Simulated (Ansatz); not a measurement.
# HfC: elastic constants with PBEsol

The system is HfC.

```
Hf C
1.0
     0.00000    2.32500    2.32500
     2.32500    0.00000    2.32500
     2.32500    2.32500    0.00000
Hf C
1 1
Direct
  0.50000 0.50000 0.50000
  0.00000 0.00000 0.00000
```

```json
{
  "Program": "Ansatz 0.2.0",
  "Task": "elastic constants",
  "Functional": "PBEsol",
  "Potentials or basis": "all-electron LAPW, scalar-relativistic",
  "Cutoff": "324 eV (chosen from the basis error)",
  "Basis error allowed": "0.001 eV/atom",
  "k mesh": "7 × 7 × 7",
  "Occupations": "fermi-dirac, width 0.05 eV",
  "Spin": "no spin polarisation"
}
```

```json
{"Pressure": "-6.4 GPa", "Band gap on the k mesh": "none (metal or under the smearing width)", "Clamped-ion elastic constants C11, C12, C44": "437, 114, 154 GPa", "Voigt bulk modulus": "222 GPa"}
```

Levels at points of the mesh, in eV from the Fermi level:
```
           k point  band 20  band 21  band 22  band 23  band 24  band 25  band 26  band 27  band 28  band 29
(0.00, 0.00, 0.00)   -10.87   -10.87     1.17     1.17     1.17     1.40     1.40     1.40     3.42     3.42
```

Elastic tensor in Voigt notation (GPa, ions clamped, in the Cartesian axes of the cell as first typed):
```
437 114 114   0   0   0
114 437 114   0   0   0
114 114 437   0   0   0
  0   0   0 154   0   0
  0   0   0   0 154   0
  0   0   0   0   0 154
```

Wall time 46 s on 1 thread of Arm Neoverse V2, with other jobs on the host, peak memory 0.38 GiB.

Caveat: the k mesh is thin for a metal, which can move the energy by tens of meV per atom; a metal's response needs a denser mesh; the cell is more than 3 GPa from zero pressure, which shifts response properties; elastic constants of metals need much finer meshes, so these are rough. The run has no spin-orbit coupling, so splittings on Hf are missing.
